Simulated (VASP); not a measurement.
# ZnO (zincite) (P6_3mc) in VASP: a series of runs

Runs on ZnO (zincite). Level: PBE. Tasks: single point, relaxation of cell and atoms.

All numbers are computed with VASP 6.6.1; they aren't measurements. Logs are shortened: lines on timing, memory, paths and dates and some standing lists are left out, and cuts for length are marked.

**Measured values to compare with.**

From “Electronic structure of alkaline earth and post-transition metal oxides”, 2009, arxiv:0908.1581, for a bulk crystal of ZnO: band gap 3.37 eV.

The results are compared with them further down.

### Step 1. The structure

The structure is hexagonal, space group P6_3mc (No. 186). Conventional cell: a = 3.279 Å, b = 3.279 Å, c = 5.293 Å, α = 90.00°, β = 90.00°, γ = 120.00°. Around Zn (site symmetry 3m) lie 4 O at 2.00 to 2.01 Å. O (site symmetry 3m) is surrounded by 4 Zn at 2.00 to 2.01 Å.

### Step 2. Single point, PBE

File INCAR:

```
SYSTEM = ZnO
ALGO = Fast ; EDIFF = 1E-7
ENCUT = 520 ; GGA = PE
ISIF = 2 ; ISMEAR = 0
LASPH = .True. ; LCHARG = .True.
LELF = .True. ; LREAL = .False.
LVHAR = .True. ; LWAVE = .False.
NBANDS = 26 ; NELM = 80
PREC = Accurate ; SIGMA = 0.02
```

File KPOINTS:

```
k-points
0
Gamma
  9 9 6
  0 0 0
```

File POSCAR:

```
ZnO
1.0
    3.2794860218      0.0000000000      0.0000000000
   -1.6397430109      2.8401182063      0.0000000000
    0.0000000000      0.0000000000      5.2932739833
Zn O
2 2
Direct
    0.3333333333      0.6666666667      0.4999685891
    0.6666666667      0.3333333333     -0.0000314109
    0.6666666667      0.3333333333      0.3790414109
    0.3333333333      0.6666666667      0.8790414109
```

Potentials or basis: VASP PAW PBE potentials, release 64 (Zn, O).

On the command line:

```
$ cat potpaw_PBE.64/Zn/POTCAR potpaw_PBE.64/O/POTCAR > POTCAR
$ mpirun -np 1 vasp_std > vasp.out
```

OUTCAR:

```text
SYSTEM = ZnO
   EDIFF = 1E-7
   ENCUT = 520
   GGA = PE
   ISIF = 2
   ISMEAR = 0
   LASPH = .True.
   LREAL = .False.
   NELM = 80
   PREC = Accurate

 ion  position               nearest neighbor table
   1  0.333  0.667  0.500-   3 2.00   3 2.00   3 2.00   4 2.01
   2  0.667  0.333  1.000-   4 2.00   4 2.00   4 2.00   3 2.01
   3  0.667  0.333  0.379-   1 2.00   1 2.00   1 2.00   2 2.01
   4  0.333  0.667  0.879-   2 2.00   2 2.00   2 2.00   1 2.01

  LATTYP: Found a hexagonal cell.
 ALAT       =     3.2794860218
 C/A-ratio  =     1.6140559673

  Lattice vectors:

 A1 = (   3.2794860218,   0.0000000000,   0.0000000000)
 A2 = (  -1.6397430109,   2.8401182063,   0.0000000000)
 A3 = (   0.0000000000,   0.0000000000,   5.2932739833)

Analysis of symmetry for initial positions (statically):
=====================================================================
 Subroutine PRICEL returns:
 Original cell was already a primitive cell.

 Routine SETGRP: Setting up the symmetry group for a
 hexagonal supercell.

 Subroutine GETGRP returns: Found 12 space group operations
 (whereof  6 operations were pure point group operations)
 out of a pool of 24 trial point group operations.

The static configuration has the point symmetry C_3v.
 The point group associated with its full space group is C_6v.

Analysis of symmetry for dynamics (positions and initial velocities):
=====================================================================
 Subroutine PRICEL returns:
 Original cell was already a primitive cell.

 Routine SETGRP: Setting up the symmetry group for a
 hexagonal supercell.

 Subroutine GETGRP returns: Found 12 space group operations
 (whereof  6 operations were pure point group operations)
 out of a pool of 24 trial point group operations.

The dynamic configuration has the point symmetry C_3v.
 The point group associated with its full space group is C_6v.

 Subroutine INISYM returns: Found 12 space group operations
 (whereof  6 operations are pure point group operations),
 and found     1 'primitive' translations

----------------------------------------------------------------------------------------

                                     Primitive cell

  volume of cell :      49.3022

[... 90 lines left out ...]
   ENCUT  =  520.0 eV  38.22 Ry    6.18 a.u.   6.10  6.10  9.84*2*pi/ulx,y,z
   NELM   =     80;   NELMIN=  2; NELMDL= -5     # of ELM steps
   EDIFF  = 0.1E-06   stopping-criterion for ELM
   LREAL  =      F    real-space projection
   EDIFFG = 0.1E-05   stopping-criterion for IOM
   NSW    =      0    number of steps for IOM
   IBRION =     -1    ionic relax: 0-MD 1-quasi-New 2-CG
   NFREE  =      0    steps in history (QN), initial steepest desc. (CG)
   ISIF   =      2    stress and relaxation
   ISYM   =      2    0-nonsym 1-usesym 2-fastsym
   POTIM  = 0.5000    time-step for ionic-motion
   TEBEG  =    0.0;   TEEND  =   0.0 temperature during run
   PSTRESS=    0.0 pullay stress
   NELECT =      36.0000    total number of electrons
   NUPDOWN=      -1.0000    fix difference up-down
   EMIN   =  10.00;   EMAX   =-10.00  energy-range for DOS
   EFERMI =   0.00;   METHOD = LEGACY
   ISMEAR =     0;   SIGMA  =   0.02  broadening in eV -4-tet -1-fermi 0-gaus
   EFERMI_NEDOS =   21; number of points for ismear=-14 and -15
   IALGO  =     68    algorithm
   IMIX   =      4    mixing-type and parameters
     AMIX     =   0.40;   BMIX     =  1.00
     AMIX_MAG =   1.60;   BMIX_MAG =  1.00
  volume/ion in A,a.u.               =      12.33        83.18
  Fermi-wavevector in a.u.,A,eV,Ry     =   1.474190  2.785815 29.568675  2.173236
  Thomas-Fermi vector in A             =   2.588992
   LORBIT       =      0    0 simple, 1 ext, 2 COOP (PROOUT), +10 PAW based schemes
   GGA     = PE    functional components
   LHFCALC =     F    Hartree Fock is set to
   AEXX    =    0.0000 exact exchange contribution
   IVDW    =     0    specifies the selected vdW correction
   LEPSILON=     F    determine dielectric tensor
   LRPA    =     F    only Hartree local field effects (RPA)
 non-spin polarized calculation
 RMM-DIIS sequential band-by-band and
 Gauss-broadening in eV      SIGMA  =   0.02
  energy-cutoff  :      520.00
  volume of cell :       49.30
 maximum number of plane-waves:      1350
   NGX = 13   NGY = 13   NGZ = 19

 number of electron      36.0000039 magnetization

 Free energy of the ion-electron system (eV)
  ---------------------------------------------------
  ext. energy  EPLUGINS =         0.00000000
  ---------------------------------------------------
  free energy    TOTEN  =       -17.86082675 eV

  energy without entropy =      -17.86082675  energy(sigma->0) =      -17.86082675

 E-fermi :   1.0103     XC(G=0): -10.7255

 val. band max:        0.8953685102   @ k =   0.0000   0.0000   0.0000
 cond. band min:       1.6231017186   @ k =   0.0000   0.0000   0.0000
 fundamental gap:      0.7277332083
 Fermi energy:         1.0102731611

 k-point     1 :       0.0000    0.0000    0.0000
  band No.  band energies     occupation
      1     -16.9229      2.00000
      2     -16.2555      2.00000
      3      -4.6417      2.00000
      4      -4.6417      2.00000
      5      -4.6024      2.00000
      6      -4.4876      2.00000
[... 685 lines left out ...]
     25      14.1764      0.00000
     26      14.9443      0.00000

 [... further k-points ...]

------------------------ aborting loop because EDIFF is reached ----------------------------------------

  FORCE on cell =-STRESS in cart. coord.  units (eV):
  Direction    XX          YY          ZZ          XY          YZ          ZX
  --------------------------------------------------------------------------------------
  -------------------------------------------------------------------------------------
  Total        0.2772027      0.2772027      0.2799444      0.0000000      0.0000000      0.0000000
  in kB        9.0082727      9.0082727      9.0973675      0.0000000      0.0000000      0.0000000
  external PRESSURE =       9.0379710 kB  Pullay stress =       0.0000000 kB

 VOLUME and BASIS-vectors are now :
 -----------------------------------------------------------------------------
  energy-cutoff  :      520.00
  volume of cell :       49.30
      direct lattice vectors                 reciprocal lattice vectors
     3.279486022  0.000000000  0.000000000     0.304925831  0.176049011  0.000000000
    -1.639743011  2.840118206  0.000000000     0.000000000  0.352098021  0.000000000
     0.000000000  0.000000000  5.293273983     0.000000000  0.000000000  0.188918995

 POSITION                                       TOTAL-FORCE (eV/Angst)
 -----------------------------------------------------------------------------------
     -0.00000      1.89341      2.64647        -0.000000      0.000000      0.000434
      1.63974      0.94671      5.29311         0.000000      0.000000      0.000434
      1.63974      0.94671      2.00637        -0.000000     -0.000000     -0.000434
     -0.00000      1.89341      4.65301         0.000000      0.000000     -0.000434
 -----------------------------------------------------------------------------------
    total drift:                               -0.000001     -0.000001     -0.000918

  FREE ENERGIE OF THE ION-ELECTRON SYSTEM (eV)
  ---------------------------------------------------
  free  energy   TOTEN  =       -17.8608267529 eV

  energy  without entropy=      -17.8608267529  energy(sigma->0) =      -17.86082675
```

Wall time 73 s (1 thread of AMD EPYC 7R43 (Zen 3), shared host); peak memory 0.15 GiB.

What came out:

```yaml
Free_energy: -17.8608 eV
Pressure: 0.9 GPa
Band_gap_on_the_k_mesh: 0.73 eV, direct
```

### Step 3. Relaxation of cell and atoms, PBE

This run uses another cell than the first one, of 11.90 Å³/atom, 0.965 times its volume.

File INCAR:

```
PREC     = Accurate       # precision mode
ENCUT    = 600            # plane-wave cutoff, eV
EDIFF    = 1E-6           # SCF threshold, eV
ISMEAR   = 0              # smearing method
SIGMA    = 0.02           # smearing width, eV
LREAL    = F              # projectors in reciprocal space
LASPH    = T              # aspherical terms in the spheres
NELM     = 100            # most SCF steps
ALGO     = Normal         # electronic algorithm
ISIF     = 3              # what is computed and relaxed
LWAVE    = F              # write WAVECAR
LCHARG   = F              # write CHGCAR
GGA      = PE             # functional
IBRION   = 2              # ionic algorithm
NSW      = 100            # ionic steps
EDIFFG   = -0.005         # ionic threshold
```

File KPOINTS:

```
Automatic mesh
0
Gamma
  9 9 6
```

File POSCAR:

```
ZnO
1.0
    3.2493080000      0.0000000000      0.0000000000
   -1.6246540000      2.8139832727      0.0000000000
    0.0000000000      0.0000000000      5.2057090000
Zn O
2 2
Direct
    0.3333333333      0.6666666667      0.5000000000
    0.6666666667      0.3333333333      0.0000000000
    0.6666666667      0.3333333333      0.3790100000
    0.3333333333      0.6666666667      0.8790100000
```

Potentials or basis: VASP PAW PBE potentials, release 64 (Zn, O).

On the command line:

```
$ cat potpaw_PBE.64/Zn/POTCAR potpaw_PBE.64/O/POTCAR > POTCAR
$ mpirun -np 1 vasp_std > vasp.out
```

OUTCAR:

```text
PREC = Accurate
   ENCUT = 600
   EDIFF = 1E-6
   ISMEAR = 0
   LREAL = F
   LASPH = T
   NELM = 100
   ISIF = 3
   GGA = PE
   IBRION = 2
   NSW = 100
   EDIFFG = -0.005

 ion  position               nearest neighbor table
   1  0.333  0.667  0.500-   4 1.97   3 1.98   3 1.98   3 1.98
   2  0.667  0.333  0.000-   3 1.97   4 1.98   4 1.98   4 1.98
   3  0.667  0.333  0.379-   2 1.97   1 1.98   1 1.98   1 1.98
   4  0.333  0.667  0.879-   1 1.97   2 1.98   2 1.98   2 1.98

  LATTYP: Found a hexagonal cell.
 ALAT       =     3.2493080000
 C/A-ratio  =     1.6020977390

  Lattice vectors:

 A1 = (   3.2493080000,   0.0000000000,   0.0000000000)
 A2 = (  -1.6246540000,   2.8139832727,   0.0000000000)
 A3 = (   0.0000000000,   0.0000000000,   5.2057090000)

Analysis of symmetry for initial positions (statically):
=====================================================================
 Subroutine PRICEL returns:
 Original cell was already a primitive cell.

 Routine SETGRP: Setting up the symmetry group for a
 hexagonal supercell.

 Subroutine GETGRP returns: Found 12 space group operations
 (whereof  6 operations were pure point group operations)
 out of a pool of 24 trial point group operations.

[... 279 lines left out ...]
  free  energy   TOTEN  =       -17.8620254263 eV

  energy  without entropy=      -17.8620254263  energy(sigma->0) =      -17.86202543

[... ionic steps 4 to 12 ...]

--------------------------------------- Ionic step       13  -------------------------------------------

 number of electron      36.0000014 magnetization

------------------------ aborting loop because EDIFF is reached ----------------------------------------
[... 71 lines left out ...]
--------------------------------------- Ionic step       15  -------------------------------------------

 number of electron      36.0000014 magnetization

 Free energy of the ion-electron system (eV)
  ---------------------------------------------------
  ext. energy  EPLUGINS =         0.00000000
  ---------------------------------------------------
  free energy    TOTEN  =       -17.86214152 eV

  energy without entropy =      -17.86214152  energy(sigma->0) =      -17.86214152

 E-fermi :   1.0044     XC(G=0): -10.6962

 val. band max:        0.8457761426   @ k =   0.0000   0.0000   0.0000
 cond. band min:       1.5670676542   @ k =   0.0000   0.0000   0.0000
 fundamental gap:      0.7212915116
 Fermi energy:         1.0044222159

 k-point     1 :       0.0000    0.0000    0.0000
  band No.  band energies     occupation
      1     -16.9297      2.00000
      2     -16.2694      2.00000
      3      -4.6667      2.00000
      4      -4.6667      2.00000
      5      -4.6260      2.00000
      6      -4.4923      2.00000
[... 589 lines left out ...]
     21       8.5617      0.00000
     22       8.8943      0.00000

 [... further k-points ...]

------------------------ aborting loop because EDIFF is reached ----------------------------------------

  FORCE on cell =-STRESS in cart. coord.  units (eV):
  Direction    XX          YY          ZZ          XY          YZ          ZX
  --------------------------------------------------------------------------------------
  -------------------------------------------------------------------------------------
  Total       -0.0119916     -0.0119916      0.0158030      0.0000000      0.0000000      0.0000000
  in kB       -0.3875463     -0.3875463      0.5107254      0.0000000      0.0000000      0.0000000
  external PRESSURE =      -0.0881224 kB  Pullay stress =       0.0000000 kB
[... 19 lines left out ...]
  FREE ENERGIE OF THE ION-ELECTRON SYSTEM (eV)
  ---------------------------------------------------
  free  energy   TOTEN  =       -17.8621415198 eV

  energy  without entropy=      -17.8621415198  energy(sigma->0) =      -17.86214152

 reached required accuracy - stopping structural energy minimisation
```

CONTCAR:

```text
ZnO
   1.00000000000000
     3.2864495009503947   -0.0000000000000000   -0.0000000000000000
    -1.6432247504751973    2.8461487560570418   -0.0000000000000000
    -0.0000000000000000    0.0000000000000000    5.3000287297755406
  Zn              O
     2     2
Direct
     0.3333333332999970    0.6666666667000030    0.4998738461192548
     0.6666666667000030    0.3333333332999970    0.9998738461192548
     0.6666666667000030    0.3333333332999970    0.3791361538807461
     0.3333333332999970    0.6666666667000030    0.8791361538807462

  0.00000000E+00  0.00000000E+00  0.00000000E+00
  0.00000000E+00  0.00000000E+00  0.00000000E+00
  0.00000000E+00  0.00000000E+00  0.00000000E+00
  0.00000000E+00  0.00000000E+00  0.00000000E+00
```

Run time: 5.1 min. Hardware: 1 thread of AMD EPYC 7R43 (Zen 3), shared host; peak memory 0.18 GiB.

What came out:

| Quantity | Value |
| --- | --- |
| Free energy | -17.8621 eV |
| Relaxed volume | 12.39 Å³/atom |
| Relaxed cell | a = 3.286 Å, b = 3.286 Å, c = 5.300 Å, α = 90.00°, β = 90.00°, γ = 120.00° |
| Space group after relaxing (to 0.05 Å) | P6_3mc (No. 186) |
| Energy gained by relaxing | 8.9 meV/atom |
| Ionic steps | 15 |
| Pressure after relaxing | 0.0 GPa |
| Band gap on the k mesh | 0.72 eV, direct |

The path:
```tsv
step	energy change (eV)	largest force (eV/Å)	pressure (GPa)	volume (Å³)
1	0.0000	0.0740	5.83	47.60
2	-0.0270	0.0268	-2.61	50.64
3	-0.0357	0.0012	-0.01	49.59
4	-0.0357	0.0023	-0.06	49.63
5	-0.0357	0.0109	-0.01	49.62
6	-0.0357	0.0152	-0.10	49.62
7	-0.0358	0.0117	-0.01	49.57
8	-0.0358	0.0100	0.08	49.54
9	-0.0358	0.0103	0.14	49.54
10	-0.0358	0.0109	0.11	49.56
11	-0.0358	0.0126	0.00	49.56
12	-0.0358	0.0103	0.13	49.56
13	-0.0358	0.0120	0.06	49.56
14	-0.0358	0.0027	0.06	49.57
15	-0.0358	0.0000	-0.01	49.58
```

Final structure:
```
Zn O
1.0
     3.28645    0.00000    0.00000
    -1.64322    2.84615    0.00000
     0.00000    0.00000    5.30003
Zn O
2 2
Direct
  0.33333 0.66667 0.49987
  0.66667 0.33333 0.99987
  0.66667 0.33333 0.37914
  0.33333 0.66667 0.87914
```

Levels at points of the mesh, in eV from the valence-band top:
```
           k point  band 15  band 16  band 17  band 18  band 19  band 20  band 21  band 22
(0.00, 0.00, 0.00)    -0.75    -0.08     0.00     0.00     0.72     5.07     8.06    12.69
(0.00, 0.00, 0.50)    -0.37    -0.37    -0.37    -0.37     3.35     3.35     9.90     9.90
```

PBE usually gives volumes a little too large and moduli too small. Zero-point motion and thermal expansion aren't in these numbers.

### Step 4. Single point, PBE

This run uses another cell than the first one, of 11.90 Å³/atom, 0.965 times its volume.

File INCAR:

```
ALGO     = Fast           # electronic algorithm
EDIFF    = 1E-6           # SCF threshold, eV
ENCUT    = 520            # plane-wave cutoff, eV
GGA      = PE             # functional
ISIF     = 2              # what is computed and relaxed
ISMEAR   = 0              # smearing method
LASPH    = True           # aspherical terms in the spheres
LCHARG   = False          # write CHGCAR
LREAL    = False          # projectors in reciprocal space
LWAVE    = False          # write WAVECAR
NBANDS   = 26             # bands
NELM     = 80             # most SCF steps
PREC     = Accurate       # precision mode
SIGMA    = 0.1            # smearing width, eV
```

File KPOINTS:

```
k-points
0
Gamma
  6 6 4
```

POSCAR is that of step 3.

On the command line:

```
$ cat potpaw_PBE.64/Zn/POTCAR potpaw_PBE.64/O/POTCAR > POTCAR
$ mpirun -np 1 vasp_std > vasp.out
```

Wall time 26 s (1 thread of AMD EPYC 7R43 (Zen 3), shared host); peak memory 0.13 GiB.

Results (log left out):

| Quantity | Value |
| --- | --- |
| Free energy | -17.8201 eV |
| Pressure | 5.9 GPa |
| Largest force | 0.074 eV/Å |
| Band gap on the k mesh | 0.79 eV, direct |

Forces in eV/Å, atoms in the order of the input:
```
Zn   0.000  0.000 -0.074
Zn   0.000  0.000 -0.074
O    0.000  0.000  0.074
O    0.000  0.000  0.074
```

Stress tensor (GPa, compression positive):
```
5.36 0.00 0.00
0.00 5.36 0.00
0.00 0.00 7.09
```

Levels at points of the mesh, in eV from the valence-band top:
```tsv
k point	band 16	band 17	band 18	band 19	band 20	band 21
(0.00, 0.00, 0.00)	-0.07	0.00	0.00	0.79	5.21	8.26
(0.50, 0.00, 0.00)	-2.28	-1.28	-0.83	5.77	6.86	7.62
(0.00, 0.00, 0.50)	-0.40	-0.40	-0.40	3.46	3.46	10.12
(0.50, 0.00, 0.50)	-1.51	-1.35	-1.35	5.72	5.72	8.42
```

### Step 5. The runs side by side

| task | cell | k mesh | cutoff (eV) | smearing | gap on the mesh (eV) | pressure (GPa) |
| --- | --- | --- | --- | --- | --- | --- |
| single point | P6_3mc, 12.33 Å³/atom | 9 × 9 × 6 | 520 | gaussian 0.02 eV | 0.73 | 0.9 |
| relaxation of cell and atoms | relaxed | 9 × 9 × 6 | 600 | gaussian 0.02 eV | 0.72 | 0.0 |
| single point | P6_3mc, 11.9 Å³/atom | 6 × 6 × 4 | 520 | gaussian 0.1 eV | 0.79 | 5.9 |

Alike in all rows: level PBE; potentials or basis VASP PAW PBE potentials, release 64 (Zn, O); no spin polarisation.

Total energies depend on the potentials used, so only differences within one code and one set of settings carry meaning.

### Step 6. How close it comes

Step 2. Against the measured gap of ZnO, 3.37 eV (quoted in “Electronic structure of alkaline earth and post-transition metal oxides”, 2009, arxiv:0908.1581), the calculated 0.73 eV is off by -2.64 eV. So large a miss can be the level of theory's own, or it may mean another phase, state or a wrong row. The value is that of PBE, without temperature or zero-point motion. Semilocal functionals fall short of measured gaps as a rule.

Step 4. Measured gap of ZnO: 3.37 eV (quoted in “Electronic structure of alkaline earth and post-transition metal oxides”, 2009, arxiv:0908.1581). This calculation gives 0.79 eV (-2.58 eV). So large a miss can be the level of theory's own, or it may mean another phase, state or a wrong row. The value is that of PBE, without temperature or zero-point motion. Semilocal functionals fall short of measured gaps as a rule.
